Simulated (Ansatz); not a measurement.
# Stack of 1T-CoCl2 under 1T-TiSSe, unshifted in a perpendicular field

What dipole does a perpendicular field induce in the stack of 1T-CoCl2 under 1T-TiSSe, unshifted? A positive field points along +c.

Calculated with Ansatz 0.2.0; plane-wave DFT, PBE+U-D3(BJ), Ansatz PAW.

## Step 1: The structure

The cell holds 6 atoms: 2 Cl, 1 Co, 1 Se, 1 Ti and 1 S. Its edges and angles: a = 3.508 Å, b = 3.507 Å, c = 47.374 Å, α = 90.0°, β = 90.0°, γ = 120.0°. Regions: layer 1: 1T-CoCl2, 3 atoms (2 Cl and 1 Co); layer 2: 1T-TiSSe, 3 atoms (1 Se, 1 Ti and 1 S). Vacuum lies along c.

Coordinates:

```cif
data_structure
_symmetry_space_group_name_H-M 'P 1'
_symmetry_Int_Tables_number 1
_cell_length_a 3.5075
_cell_length_b 3.5075
_cell_length_c 47.3736
_cell_angle_alpha 90.000
_cell_angle_beta 90.000
_cell_angle_gamma 120.000
_cell_volume 504.73
loop_
_atom_site_label
_atom_site_type_symbol
_atom_site_fract_x
_atom_site_fract_y
_atom_site_fract_z
_atom_site_occupancy
Cl1 Cl 0.66667 0.33333 0.41373 1
Co2 Co 0.00000 0.00000 0.43293 1
Cl3 Cl 0.33333 0.66667 0.45212 1
Se4 Se 0.66667 0.33333 0.51756 1
Ti5 Ti 0.00000 0.00000 0.55443 1
S6 S 0.33333 0.66667 0.58627 1
```

## Step 2: Relaxation

The starting cell is a guess, so the in-plane lattice and the atoms are relaxed first, with the slab cut off from its images along the normal.

The input, input.yaml:

```yaml
crystal:
  lattice:
    - [3.5075, 0.0, 0.0]
    - [-1.75375, 3.0375841038, 0.0]
    - [0.0, 0.0, 47.3735681671]
  atoms:
    - { symbol: Cl, position: [0.6666666667, 0.3333333333, 0.413732821] }
    - { symbol: Co, position: [0.0, 0.0, 0.4329287227], spin: 3.0 }
    - { symbol: Cl, position: [0.3333333333, 0.6666666667, 0.4521246245] }
    - { symbol: Se, position: [0.6666666667, 0.3333333333, 0.5175619584] }
    - { symbol: Ti, position: [0.0, 0.0, 0.5544292901] }
    - { symbol: S, position: [0.3333333333, 0.6666666667, 0.586267179] }
  periodic: [true, true, false]
magnetization:
  spin_polarized: true
kpoints:
  mp_grid: { grid: [12, 12, 1] }
hamiltonian:
  xc: pbe
  dispersion: d3bj
  hubbard: { sites: [{ species: Co, l: d, u_eff: 4.0 }] }
scf:
  occupations: { method: fermi_dirac, width: 0.05 }
  convergence: { dr2_threshold: 1.0e-09 }
relax:
  f_tol: 0.004
  max_steps: 90
  cell: {}
output:
  write_potential: true
  write_density: true
  volumetric_format: npy
```

On the command line:

```
$ ansatz run input.yaml --threads 4 --pin off --max-ram 6144MiB --backend cpu --events-out ev --progress --plain --runs-dir out
```

Numbers of over 12 decimals in the logs are rounded to 6 here.

Log:

```text
Warning: relax.cell: scf.convergence.dr2_threshold = 1e-9 eV is looser than the 1.81664823663e-10 eV advised for a relaxation that steers and ends on the stress (1e-10 eV for each atom of the cell: 6, times the square of relax.cell.stress_2d_tol = 0.05 N/m over 18.2 Å (the atoms' height at the walk's start and 5 Å past either face), 2.751e-2 GPa, over a crystal's default 0.05). What an SCF threshold leaves in a stress goes as its square root, and in the free energy as the threshold itself, and one threshold admits the most on a small cell: [figures from the program's tests cut] Set scf.convergence.dr2_threshold to 1.81664823663e-10 eV or tighter. [rest of the remark cut]
Cl: projections on atomic orbitals take those of the free atom [Ne] 3s2 3p5, of charge +0.00 (hamiltonian.pseudopotentials.projection_atoms); the dataset's partial waves leave at most 2.1e-7 of an orbital's norm unspanned inside its sphere
Co: projections on atomic orbitals take those of the free atom [Ne] 3s2 3p6 3d7 4s2, of charge +0.00 (hamiltonian.pseudopotentials.projection_atoms); the dataset's partial waves leave at most 1.4e-6 of an orbital's norm unspanned inside its sphere
Se: projections on atomic orbitals take those of the free atom [Ar] 3d10 4s2 4p4, of charge +0.00 (hamiltonian.pseudopotentials.projection_atoms); the dataset's partial waves leave at most 2.3e-6 of an orbital's norm unspanned inside its sphere
Ti: projections on atomic orbitals take those of the free atom [Ne] 3s2 3p6 3d2 4s2, of charge +0.00 (hamiltonian.pseudopotentials.projection_atoms); the dataset's partial waves leave at most 4.1e-7 of an orbital's norm unspanned inside its sphere
S: projections on atomic orbitals take those of the free atom [Ne] 3s2 3p4, of charge +0.00 (hamiltonian.pseudopotentials.projection_atoms); the dataset's partial waves leave at most 1.6e-7 of an orbital's norm unspanned inside its sphere
Engine: ansatz 0.2.0, aarch64-unknown-linux-gnu
Pseudopotentials: kind: paw
Pseudopotential: Cl, paw, valence charge 7, recommended cutoff 420 eV (normal), Cl.paw.azcp
Pseudopotential: Co, paw, valence charge 17, recommended cutoff 420 eV (normal), Co.paw.azcp
Pseudopotential: Se, paw, valence charge 16, recommended cutoff 420 eV (normal), Se.paw.azcp
Pseudopotential: Ti, paw, valence charge 12, recommended cutoff 420 eV (normal), Ti.paw.azcp
Pseudopotential: S, paw, valence charge 6, recommended cutoff 420 eV (normal), S.paw.azcp
Functional definition: PBE
  parameter kappa = 0.804
  parameter beta = 0.066725
  exchange = pbe_x(kappa = kappa, mu = beta*pi^2/3)
  correlation = pbe_c(beta = beta)
Crystal: 6 atoms, lattice volume = 504.733 Å³
Basis set: ecut = 420 eV, 9801 PW (Γ), exchange–correlation on 48×48×640 points (8 copies of the dense FFT grid, shifted against one another)
Bands: 41, of which v1, the nominal top of the filled ones, is band 33 counted from 1 (32 counted from 0)
Symmetry: 6 space group operations
Space group: P3m1 (ITA 156), of the structure as read, at distance tolerance 8.0e-5 Å
Magnetic group: BNS 156.49 (UNI 1279), of the structure as read, at distance tolerance 8.0e-5 Å
k-points: 19 of 144 (time reversal used)
Non-local potential: Cl, projectors of the file, l = 0: 2, l = 1: 2, l = 2: 2
Non-local potential: Co, projectors of the file, l = 0: 3, l = 1: 2, l = 2: 3, l = 3: 1
Non-local potential: Se, projectors of the file, l = 0: 2, l = 1: 2, l = 2: 3, l = 3: 1
Non-local potential: Ti, projectors of the file, l = 0: 3, l = 1: 2, l = 2: 3, l = 3: 1
Non-local potential: S, projectors of the file, l = 0: 2, l = 1: 2, l = 2: 2
PAW form: soft (Blöchl's): semilocal exchange-correlation on the pseudo side does not see the compensation charge
PAW one-centre angular grid: Cl, 110 points (default); XC on 64 Gauss nodes
PAW one-centre angular grid: Co, 590 points (default); XC on 64 Gauss nodes
PAW one-centre angular grid: Se, 590 points (default); XC on 64 Gauss nodes
PAW one-centre angular grid: Ti, 590 points (default); XC on 64 Gauss nodes
PAW one-centre angular grid: S, 110 points (default); XC on 64 Gauss nodes
Starting moments: Σ|m| = 3 μB on 1 of 6 sites
Initial wavefunctions: pseudopotential atomic-orbital guess
Functional: x = pbe(κ = 0.804, μ = 0.219515), c = pbe(β = 0.066725)
SCF iter   1: F=—  HF=-16158.840682 eV  |F-HF|=—  |Δ(HF+E_count)|=         —  Δρ=2.24e-2 (↑1.34e-2 ↓2.24e-2)  dr2=6.25e0  dr2_m=4.62e-1  M=2.858 μB ∫|m|=2.864 μB  β_m=0.30  ethr=3.10e-3  ⟨swp⟩=17.4  Hψ=10548  notcnv=0  defer=2
preconditioner: auto → none  [metal: Δε(μ)=0.016 eV  Ē_g=8.895 eV  σ=0.050 eV  W_gap=0.08  n_scr=28 (ndim 8)  ℏωp=10.3 eV  f_vac=0.750  D(μ)=4.59/eV (n_scr^D=18)  sad-step TF]
SCF iter   2: F=—  HF=-16158.626504 eV  |F-HF|=—  |Δ(HF+E_count)|=   2.14e-1  Δρ=2.16e-2 (↑8.91e-3 ↓2.16e-2)  dr2=1.69e1  dr2_m=3.33e-1  M=3.486 μB ∫|m|=3.493 μB  β_m=1.00  ethr=3.10e-3  ⟨swp⟩=3.9  Hψ=3467  notcnv=0  defer=76
SCF iter   3: F=—  HF=-16169.354237 eV  |F-HF|=—  |Δ(HF+E_count)|=    1.07e1  Δρ=1.15e-1 (↑1.98e-2 ↓1.15e-1)  dr2=5.92e2  dr2_m=1.66e1  M=0.008 μB ∫|m|=0.462 μB  β_m=0.30  ethr=3.10e-3  ⟨swp⟩=6.9  Hψ=4781  notcnv=0  defer=34
SCF iter   4: F=—  HF=-16159.213267 eV  |F-HF|=—  |Δ(HF+E_count)|=    1.01e1  Δρ=2.61e-2 (↑9.54e-3 ↓2.61e-2)  dr2=1.13e1  dr2_m=5.05e-1  M=1.858 μB ∫|m|=1.928 μB  β_m=0.30  ethr=3.10e-3  ⟨swp⟩=4.6  Hψ=3330  notcnv=0  defer=80
SCF iter   5: F=—  HF=-16158.934993 eV  |F-HF|=—  |Δ(HF+E_count)|=   2.78e-1  Δρ=8.52e-3 (↑8.21e-3 ↓8.52e-3)  dr2=2.43e0  dr2_m=4.96e-2  M=1.951 μB ∫|m|=2.036 μB  β_m=1.00  ethr=3.10e-3  ⟨swp⟩=3.2  Hψ=2840  notcnv=0  defer=74
SCF iter   6: F=—  HF=-16158.918059 eV  |F-HF|=—  |Δ(HF+E_count)|=   1.69e-2  Δρ=4.22e-3 (↑3.75e-3 ↓4.22e-3)  dr2=1.69e-1  dr2_m=1.18e-3  M=1.931 μB ∫|m|=2.021 μB  β_m=1.00  ethr=3.10e-3  ⟨swp⟩=2.6  Hψ=2189  notcnv=0  defer=64
SCF iter   7: F=—  HF=-16159.101989 eV  |F-HF|=—  |Δ(HF+E_count)|=   1.84e-1  Δρ=8.22e-3 (↑4.61e-3 ↓8.22e-3)  dr2=3.60e0  dr2_m=5.07e-2  M=2.027 μB ∫|m|=2.136 μB  β_m=1.00  ethr=2.60e-4  ⟨swp⟩=3.3  Hψ=3164  notcnv=0  defer=64
SCF iter   8: F=—  HF=-16159.217735 eV  |F-HF|=—  |Δ(HF+E_count)|=   1.16e-1  Δρ=1.51e-2 (↑5.65e-3 ↓1.51e-2)  dr2=7.99e-1  dr2_m=4.11e-1  M=2.662 μB ∫|m|=2.695 μB  β_m=1.00  ethr=2.60e-4  ⟨swp⟩=4.9  Hψ=3156  notcnv=0  defer=41
SCF iter   9: F=—  HF=-16159.385248 eV  |F-HF|=—  |Δ(HF+E_count)|=   1.68e-1  Δρ=1.18e-2 (↑4.07e-3 ↓1.18e-2)  dr2=1.38e0  dr2_m=1.02e-1  M=2.923 μB ∫|m|=2.952 μB  β_m=1.00  ethr=2.60e-4  ⟨swp⟩=3.2  Hψ=3221  notcnv=0  defer=41
[...]
SCF iter  18: F=—  HF=-16162.111909 eV  |F-HF|=—  |Δ(HF+E_count)|=   5.11e-5  Δρ=7.18e-5 (↑6.86e-5 ↓7.18e-5)  dr2=4.15e-4  dr2_m=2.98e-6  M=3.000 μB ∫|m|=3.032 μB  β_m=0.51  ethr=3.20e-6  ⟨swp⟩=2.6  Hψ=2807  notcnv=0  defer=47
SCF iter  19: F=—  HF=-16162.112010 eV  |F-HF|=—  |Δ(HF+E_count)|=   1.00e-4  Δρ=9.98e-5 (↑9.98e-5 ↓9.91e-5)  dr2=2.12e-3  dr2_m=1.73e-6  M=3.000 μB ∫|m|=3.032 μB  β_m=0.33  ethr=6.39e-7  ⟨swp⟩=2.9  Hψ=2600  notcnv=0  defer=47  recentre
SCF iter  20: F=—  HF=-16162.111841 eV  |F-HF|=—  |Δ(HF+E_count)|=   1.69e-4  Δρ=3.84e-5 (↑2.81e-5 ↓3.84e-5)  dr2=6.85e-5  dr2_m=1.43e-6  M=3.000 μB ∫|m|=3.032 μB  β_m=0.37  ethr=6.39e-7  ⟨swp⟩=2.2  Hψ=1929  notcnv=0  defer=47
SCF iter  21: F=—  HF=-16162.111839 eV  |F-HF|=—  |Δ(HF+E_count)|=   1.11e-6  Δρ=1.86e-5 (↑9.77e-6 ↓1.86e-5)  dr2=3.46e-6  dr2_m=4.31e-7  M=3.000 μB ∫|m|=3.032 μB  β_m=0.57  ethr=1.05e-7  ⟨swp⟩=2.3  Hψ=1963  notcnv=0  defer=47
SCF iter  22: F=—  HF=-16162.111843 eV  |F-HF|=—  |Δ(HF+E_count)|=   3.90e-6  Δρ=1.22e-5 (↑4.52e-6 ↓1.22e-5)  dr2=2.77e-6  dr2_m=1.49e-7  M=3.000 μB ∫|m|=3.032 μB  β_m=0.45  ethr=5.32e-9  ⟨swp⟩=3.0  Hψ=3239  notcnv=0  defer=47
SCF iter  23: F=—  HF=-16162.111843 eV  |F-HF|=—  |Δ(HF+E_count)|=   4.74e-7  Δρ=5.94e-6 (↑5.94e-6 ↓4.63e-6)  dr2=6.52e-7  dr2_m=2.28e-8  M=3.000 μB ∫|m|=3.032 μB  β_m=0.40  ethr=4.26e-9  ⟨swp⟩=2.7  Hψ=2385  notcnv=0  defer=47
SCF iter  24: F=—  HF=-16162.111843 eV  |F-HF|=—  |Δ(HF+E_count)|=   1.20e-8  Δρ=2.78e-6 (↑2.78e-6 ↓1.90e-6)  dr2=7.15e-8  dr2_m=1.57e-8  M=3.000 μB ∫|m|=3.032 μB  β_m=0.49  ethr=1.00e-9  ⟨swp⟩=2.7  Hψ=2375  notcnv=0  defer=47
SCF iter  25: F=—  HF=-16162.111843 eV  |F-HF|=—  |Δ(HF+E_count)|=   2.37e-8  Δρ=1.28e-6 (↑1.28e-6 ↓5.94e-7)  dr2=1.92e-8  dr2_m=1.73e-9  M=3.000 μB ∫|m|=3.032 μB  β_m=0.42  ethr=1.10e-10  ⟨swp⟩=3.0  Hψ=2647  notcnv=0  defer=47
SCF iter  26: F=—  HF=-16162.111843 eV  |F-HF|=—  |Δ(HF+E_count)|=  4.00e-11  Δρ=3.96e-7 (↑3.68e-7 ↓3.96e-7)  dr2=4.62e-9  dr2_m=3.77e-10  M=3.000 μB ∫|m|=3.032 μB  β_m=0.40  ethr=2.96e-11  ⟨swp⟩=2.9  Hψ=2661  notcnv=0  defer=47
SCF iter  27: F=-16162.111843 eV  HF=-16162.111843 eV  |F-HF|=1.67e-10  |Δ(HF+E_count)|=  3.46e-11  Δρ=1.54e-7 (↑1.33e-7 ↓1.54e-7)  dr2=2.56e-10  dr2_m=7.04e-11  M=3.000 μB ∫|m|=3.032 μB  ethr=1.54e-12  ⟨swp⟩=2.4  Hψ=5149  notcnv=0
SCF 1 converged in 27 iterations: F = -16162.111843 eV  dr2 = 2.56e-10
Symmetry: 2 space group operations
k-points: 43 of 144 (time reversal used)
Initial density: read from a saved state, or passed on in memory by an earlier SCF of this step, an earlier step, the calling program or the single point that the run made first
Initial wavefunctions: those read from a saved state, or passed on in memory by an earlier step or the calling program
iter 1 solved again at ethr=1.00e-12 eV; its pass at ethr=1.54e-6 eV (dr2=2.50e-10 eV) is discarded
SCF iter   1: F=—  HF=-16162.111843 eV  |F-HF|=—  |Δ(HF+E_count)|=         —  Δρ=1.55e-7 (↑1.33e-7 ↓1.55e-7)  dr2=2.50e-10  dr2_m=7.06e-11  M=3.000 μB ∫|m|=3.032 μB  ethr=1.00e-12  ⟨swp⟩=1.5  Hψ=22453  notcnv=0
spin=Collinear: Resta preconditioning applied to the charge; magnetization (m = ρ↑ − ρ↓) channel mixes plain (no charge-response kernel on spin).
SCF iter   2: F=—  HF=-16162.109949 eV  |F-HF|=—  |Δ(HF+E_count)|=   1.89e-3  Δρ=2.06e-4 (↑1.29e-4 ↓2.06e-4)  dr2=4.40e-4  dr2_m=1.48e-5  M=3.000 μB ∫|m|=3.032 μB  ethr=1.54e-6  ⟨swp⟩=1.7  Hψ=18951  notcnv=0
SCF iter   3: F=—  HF=-16162.111849 eV  |F-HF|=—  |Δ(HF+E_count)|=   1.90e-3  Δρ=3.89e-5 (↑2.70e-5 ↓3.89e-5)  dr2=1.48e-4  dr2_m=7.71e-7  M=3.000 μB ∫|m|=3.032 μB  ethr=1.02e-6  ⟨swp⟩=1.0  Hψ=8089  notcnv=0
SCF iter   4: F=—  HF=-16162.111843 eV  |F-HF|=—  |Δ(HF+E_count)|=   6.12e-6  Δρ=4.89e-6 (↑4.11e-6 ↓4.89e-6)  dr2=1.80e-6  dr2_m=1.08e-8  M=3.000 μB ∫|m|=3.032 μB  ethr=2.34e-7  ⟨swp⟩=1.0  Hψ=7409  notcnv=0
a single-point calculation of the run's input, under the relaxation's own `scf.mixing.negative_modes` where the relaxation goes by `scf.lower_state_search: light` itself or types `scf.max_iter`, was made at the relaxed geometry, from the atoms, in 31 SCF iterations in all. It converged +0.0 meV from the relaxation's final energy, with moments (0.11, 2.63, 0.11, 0.00, 0.00, 0.00 Bohr magnetons, atom by atom), which does not count as lower, and the relaxation's result stands. No further magnetic order was relaxed to its end, and one can end lower (see `relax.adjacent_minimum`).
SCF converged after 5 iterations
Magnetization: 3.0003 μB (34.0001 up, 30.9999 down)
Absolute magnetization: 3.0301 μB (∫|ρ↑−ρ↓|, with the PAW one-centre terms)
Spin contamination: 0.0162 ħ² per cell (⟨S²⟩ above its minimum at these occupations)
Per-site moments (μB) at R_I (Å): [(0.114713, 1.006617), (2.629093, 1.004929), (0.114311, 1.004929), (0.00124026, 1.062448), (0.0020444, 0.994718), (0.000587081, 0.994718)]
Free energy (F): -16162.111843 eV
Harris-Foulkes:  -16162.111843 eV  (|F-HF|=4.73e-11)
Internal energy: -16162.107577 eV  (E = F + TS)
E sigma→0 (E₀):  -16162.109710 eV
Entropy (-TS):   -0.004266 eV (-0.711 meV/atom)
Fermi energy:    -5.420413 eV
--- Per-component energies (eV) ---
  E_band       = -1931.793442
  E_kinetic    = 1261.310659
  E_local      = -312856.063790  (includes V_loc(G=0)·N_el)
  E_nonlocal   = -39.525978
  E_hartree    = 155453.918380
  E_xc         = -668.594782
  E_vxc        = -752.063281  (∫ρ·V_xc dr)
  E_hubbard    = 0.638696  (on-site DFT+U / exact-exchange correction)
  E_vhub       = -13.353402  (the Hubbard potential's part of the band-sum identity)
  E_paw        = -6394.626955  (= ΣΔE_a)
  E_vpaw       = -439.932299  (= ΣTr[D̂ρ^β])
  E_aug_tail   = -0.000220  (compensation charges beyond the density's cutoff)
  E_ewald      = 147082.451476
  E_disp       = -1.615064  (pairwise vdW)
  E_smearing   = -0.004266  (= −TS)
  E_closure    = -0.000000  (closes the sum)
  Σ components = -16162.111843   (vs F -16162.111843, Δ=0.00e0)
--- Forces (eV/Å), atoms counted from 1 ---
  atom   1  Cl     0.00000000    -0.00000000     0.00030020
  atom   2  Co     0.00000000     0.00000000     0.00039608
  atom   3  Cl    -0.00000000     0.00000000    -0.00069054
  atom   4  Se    -0.00000000     0.00000000    -0.00001546
  atom   5  Ti     0.00000000    -0.00000000    -0.00021085
  atom   6  S      0.00000000    -0.00000000     0.00021200
  max |Σ_I F_I| component: 8.55e-6 eV/Å
--- 2D stress c σ (N/m, compression-positive) ---
        0.018922       0.000000       0.000000
        0.000000       0.018922      -0.000000
        0.000000      -0.000000       0.000000
  P = ½ c Tr σ = 0.0189 N/m
--- Band table (eV; the first three rows and the last of 38) ---
  k-point 0 ↑: bands = [... 29 lower, -7.3674, -7.3674, -6.7460, -5.1534, -5.1534, -5.0375, -5.0375, -4.3958, ... 4 higher]
  k-point 1 ↑: bands = [... 29 lower, -7.6082, -7.4036, -6.5737, -5.9336, -5.6287, -4.8562, -4.5855, -4.1909, ... 4 higher]
  k-point 2 ↑: bands = [... 29 lower, -8.1180, -7.4736, -7.0840, -6.3497, -6.0909, -4.9295, -4.2096, -3.9614, ... 4 higher]
  k-point 18 ↓: bands = [... 29 lower, -7.8402, -7.7178, -4.5620, -4.4089, -4.1264, -4.0498, -3.9653, -3.8795, ... 4 higher]
  the weakly bound empty levels are not read free of the cell's end (hubbard_term)
--- Relaxed structure (8 steps of the walk, 8 accepted, 1 SCFs on fresh bases) ---
  F+E_penalty+E_count = -16162.11184286 eV   max|allowed force component| = 6.891e-4 eV/Å   (the final SCF, on the basis selected at the relaxed cell)
  cell:  # Å, volume = 499.1828 Å³
    - [3.488160, 0.0, 0]
    - [-1.744080, 3.020836, 0]
    - [0, 0, 47.3735681671]
  atoms:
    - { symbol: Cl, position: [0.666667, 0.333333, 0.400436] }
    - { symbol: Co, position: [0, 0, 0.429527] }
    - { symbol: Cl, position: [0.333333, 0.666667, 0.458464] }
    - { symbol: Se, position: [0.666667, 0.333333, 0.524278] }
    - { symbol: Ti, position: [0, 0, 0.558171] }
    - { symbol: S, position: [0.333333, 0.666667, 0.586169] }
```

It took 8.1 min on 4 threads of Arm Neoverse V1, shared host; peak memory 3.7 GiB.

Step by step:

```tsv
step	energy less that of the first step (eV)	largest force component (eV/Å)	volume (Å³)
1	0.0000	5.0284	504.73
2	-1.7230	2.4500	506.44
3	-2.3114	0.8360	499.74
4	-2.3802	0.1255	502.00
5	-2.3831	0.0306	499.65
6	-2.3833	0.0164	499.41
7	-2.3834	0.0090	499.44
8	-2.3834	0.0007	499.18
9*	-2.3831	0.0007	499.18
9*	-2.3831	0.0007	499.18
```

Relaxation steps marked * repeat the geometry before them on a plane-wave basis chosen anew for their cell, so energy and pressure can jump there.

```tsv
cell as run	before	after	change
a (Å)	3.508	3.488	-0.6 %
b (Å)	3.507	3.488	-0.6 %
```

The atoms that moved most (Å, along periodic axes as changes of fractional coordinates times the final cell, across vacuum about the mean position):

```tsv
atom	dx	dy	dz	length
Cl1	0.000	0.000	-0.630	0.630
Se4	0.000	0.000	0.318	0.318
Cl3	0.000	0.000	0.300	0.300
Ti5	0.000	0.000	0.177	0.177
Co2	0.000	0.000	-0.161	0.161
```

Final coordinates:

```xyz
6
Lattice="3.4882 0.0000 0.0000 -1.7441 3.0208 0.0000 0.0000 0.0000 47.3736" Properties=species:S:1:pos:R:3
Cl    1.7441    1.0069   18.9701
Co    0.0000    0.0000   20.3482
Cl    0.0000    2.0139   21.7191
Se    1.7441    1.0069   24.8369
Ti    0.0000    0.0000   26.4426
S     0.0000    2.0139   27.7689
```

This step gave:

| Quantity | Value |
| --- | --- |
| energy at zero smearing | -16162.1097 eV |
| total moment | 3.000 μB |
| site moments | 0.1147, 2.629, 0.1143, 0.001240, 0.002044, 5.87e-4 μB |

Site moment by atom:

```tsv
atom	site moment (μB)
Cl1	0.11
Co2	2.63
Cl3	0.11
Se4	0.00
Ti5	0.00
S6	0.00
```

The lattice constant a goes from 3.508 to 3.488 Å.

(Part 1 of 3 ends here.)

[Logs are printed without paths, hosts, clocks, repeated set-up lines and the standing remarks that a program may print on its own settings, such as how far it seeks lower states.]

[Hosts, paths, dates, database ids (printed as entryN), source tags and the programs' standing remarks are cut or masked in the printed files.]

[Maps of the electrostatic potential energy from Ansatz leave out the sawtooth potential of an applied field or a dipole correction, so their vacuum need not be flat; planar profiles and work functions include it.]
